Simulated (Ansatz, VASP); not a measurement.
Two plane-wave programs on Be2Te

```xyz
6
Lattice="5.8236 0.0000 0.0000 0.0000 5.8236 0.0000 0.0000 0.0000 3.7879" Properties=species:S:1:pos:R:3 pbc="T T T"
Be    1.7296    1.7296    0.0000
Be    1.1822    4.6414    1.8940
Be    4.0940    4.0940    0.0000
Be    4.6414    1.1822    1.8940
Te    0.0000    0.0000    0.0000
Te    2.9118    2.9118    1.8940
```

Alike in both runs: functional PBE; k mesh 4 × 4 × 6; occupations gaussian, width 0.1 eV; no spin polarisation.

Ansatz relaxed the structure, and its values are those at the end. VASP's run is a single point on that final structure, the one shown.

|  | VASP | Ansatz |
| --- | --- | --- |
| version | VASP 6.6.1 | Ansatz 0.2.0 |
| potentials or method | VASP PAW PBE potentials, release 64 (Be, Te) | scalar-relativistic, plane waves, PAW |
| plane-wave cutoff (eV) | 520 | 420 |
| valence electrons in the cell | 20 | 40 |

|  | VASP | Ansatz | Ansatz less VASP |
| --- | --- | --- | --- |
| gap on the k mesh at the Fermi level (eV) | none | none | - |
| pressure (GPa) | 0.2 | 0.1 | -0.09 |
| rms of the force components (eV/Å) | 0.025 | 0.025 | 0.0000 |

A gap of «none» marks a metal or a gap that the smearing closes. The functional is the same, so the differences come from potentials, cutoffs and numerics. The two sets of potentials don't hold the same shells in valence.

Spin-orbit coupling is left out, which matters for the levels of Te.
